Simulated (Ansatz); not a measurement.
**How settings move the G0W0 gap of BeS (zincblende)**

BeS built on the zincblende prototype, relaxed with r2SCAN; one-shot G0W0 in Ansatz without spin-orbit coupling. The values are computed, spin-unpolarised, and not measurements.

Space group F-43m (No. 216). a = 4.869 Å, b = 4.869 Å, c = 4.869 Å, α = 90.00°, β = 90.00°, γ = 90.00°
```json
{"atom": "Be", "site": "4a", "symmetry": "-43m", "x": "0.0000", "y": "0.0000", "z": "0.0000"}
{"atom": "S", "site": "4d", "symmetry": "-43m", "x": "0.2500", "y": "0.2500", "z": "0.7500"}
```

Gaps are read over the mesh points alone. G0W0 values are finite-basis, finite-mesh values.
```tsv
start	potentials	frequency model	mesh	empty bands	screening cutoff (eV)	Kohn-Sham gap (eV)	G0W0 gap (eV)
PBE	PAW	contour deformation	6×6×6	65	100	3.13	4.32
PBE	PAW	contour deformation	6×6×6	158	180	3.13	4.49
PBE	PAW	contour deformation	6×6×6	306	260	3.13	4.55
HSE06	PAW	contour deformation	6×6×6	158	180	4.09	4.90
r2SCAN	PAW	contour deformation	6×6×6	158	180	3.59	4.73
PBE0	PAW	contour deformation	6×6×6	158	180	4.80	5.08
PBE	PAW	Godby-Needs pole	6×6×6	158	180	3.13	4.43
PBE	PAW	contour deformation	8×8×8	46	80	3.14	4.25
PBE	norm-conserving	contour deformation	6×6×6	158	180	3.14	4.48
```

G0W0 moves the gap on the mesh from 3.13 eV (PBE) to 4.55 eV (Γ to X). Renormalisation factors Z lie between 0.77 and 0.82.

Raising bands and cutoff together moves the gap by +0.17 eV (100 to 180 eV), then +0.06 eV (180 to 260 eV); the last step is still large, so the basis limit isn't reached. Starting from HSE06 (4.09 eV against PBE's 3.13 eV) gives 4.90 eV, +0.41 eV from G0W0@PBE at the same screening cutoff. Starting from r2SCAN (3.59 eV against PBE's 3.13 eV) gives 4.73 eV, +0.24 eV from G0W0@PBE at the same screening cutoff. Starting from PBE0 (4.80 eV against PBE's 3.13 eV) gives 5.08 eV, +0.59 eV from G0W0@PBE at the same screening cutoff. The Godby-Needs plasmon pole differs from contour deformation by -0.06 eV. Norm-conserving potentials (wave cutoff 1800 eV against 420 eV) shift the quasiparticle gap by -0.01 eV and the PBE gap by +0.01 eV. r2SCAN runs take a wave cutoff of 500 eV.
